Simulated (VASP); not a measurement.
# CoO: relaxed cell and band gap, by functional

CoO, Fm-3m (no. 225), 2 atoms in the cell.

| Functional | Volume (Å³/atom) | Change from the starting volume (fraction) | Gap, path and mesh (eV) | Moment (μB/cell) | Time (s) |
|---|---|---|---|---|---|
| TPSS | 9.33 | -0.036 | 0.00 | 2.83 | 130 |
| revTPSS | 9.28 | -0.042 | 0.00 | 2.83 | 135 |
| MS0 | 9.29 | -0.041 | 0.00 | 2.77 | 306 |
| sregTM v1 | 9.40 | -0.029 | 0.00 | 2.83 | 198 |

Limits: Only a ferromagnetic start was run; another order may lie lower and have another gap; semilocal functionals often give no gap for transition-metal compounds that are insulators.

## Input of the first row

INCAR.step1:
```
SYSTEM = CoO
PREC     = Accurate       ! precision mode
ENCUT    = 600            ! plane-wave cutoff, eV
EDIFF    = 1E-5           ! SCF threshold, eV
ISMEAR   = 0              ! smearing method
SIGMA    = 0.02           ! smearing width, eV
LREAL    = .FALSE.        ! projectors in reciprocal space
LASPH    = .TRUE.         ! aspherical terms in the spheres
GGA_COMPAT= .FALSE.      
ALGO     = Normal         ! electronic algorithm
NELM     = 150            ! most SCF steps
ISIF     = 2              ! what is computed and relaxed
LWAVE    = .TRUE.         ! write WAVECAR
LCHARG   = .FALSE.        ! write CHGCAR
ISPIN    = 2              ! spin polarisation
MAGMOM   = 2 0            ! initial moments
LORBIT   = 11             ! projections on sites
LMAXMIX  = 4              ! l up to which the mixer works
GGA      = PE             ! functional
KPAR     = 4             
```

INCAR.step2, as INCAR.step1 but for:
```
- EDIFF = 1E-5
- ISIF = 2
- LWAVE = .TRUE.
- GGA = PE
+ EDIFF = 1E-7
+ ISIF = 3
+ LWAVE = .FALSE.
+ METAGGA = TPSS
+ LMIXTAU = .TRUE.
+ IBRION = 2
+ EDIFFG = -0.005
+ NSW = 60
+ ISTART = 1
```

INCAR.step3, as INCAR.step2 but for:
```
- NSW = 60
- ISTART = 1
+ NSW = 40
```

INCAR.step4, as INCAR.step3 but for:
```
- ISIF = 3
- IBRION = 2
- EDIFFG = -0.005
- NSW = 40
+ ISIF = 2
+ NBANDS = 18
```

KPOINTS:
```
k-points
0
Gamma
  8 8 8
```

KPOINTS_OPT:
```
path GXWKGLUWLK,UX
8
line-mode
reciprocal
 0.0000000000  0.0000000000  0.0000000000  G
 0.5000000000  0.0000000000  0.5000000000  X

 0.5000000000  0.0000000000  0.5000000000  X
 0.5000000000  0.2500000000  0.7500000000  W

 0.5000000000  0.2500000000  0.7500000000  W
 0.3750000000  0.3750000000  0.7500000000  K

 0.3750000000  0.3750000000  0.7500000000  K
 0.0000000000  0.0000000000  0.0000000000  G

 0.0000000000  0.0000000000  0.0000000000  G
 0.5000000000  0.5000000000  0.5000000000  L

 0.5000000000  0.5000000000  0.5000000000  L
 0.6250000000  0.2500000000  0.6250000000  U

 0.6250000000  0.2500000000  0.6250000000  U
 0.5000000000  0.2500000000  0.7500000000  W

 0.5000000000  0.2500000000  0.7500000000  W
 0.5000000000  0.5000000000  0.5000000000  L

 0.5000000000  0.5000000000  0.5000000000  L
 0.3750000000  0.3750000000  0.7500000000  K

 0.6250000000  0.2500000000  0.6250000000  U
 0.5000000000  0.0000000000  0.5000000000  X
```

POSCAR.step1:
```
CoO
1.0
    0.0000000000      2.1315000000      2.1315000000
    2.1315000000      0.0000000000      2.1315000000
    2.1315000000      2.1315000000      0.0000000000
Co O
1 1
Direct
    0.0000000000      0.0000000000      0.0000000000
    0.5000000000      0.5000000000      0.5000000000
```

Commands (each step's output is kept before the next begins):
```
cat potpaw_PBE.64/Co/POTCAR potpaw_PBE.64/O/POTCAR > POTCAR
cp INCAR.step1 INCAR
cp POSCAR.step1 POSCAR
mpirun -np 4 vasp_std > vasp.out
cp INCAR.step2 INCAR
mpirun -np 4 vasp_std > vasp.out
cp CONTCAR POSCAR
rm WAVECAR CHG
cp INCAR.step3 INCAR
mpirun -np 4 vasp_std > vasp.out
cp CONTCAR POSCAR
rm WAVECAR CHG
cp INCAR.step4 INCAR
mpirun -np 4 vasp_std > vasp.out
```

Changes of the last row against the first:
```
- METAGGA = TPSS
+ METAGGA = SREGTM1
```

VASP 6.6.1 took 130 s on 4 cores (Intel Xeon Platinum 8259CL @ 2.50GHz (Skylake/Cascade Lake)), a shared host.
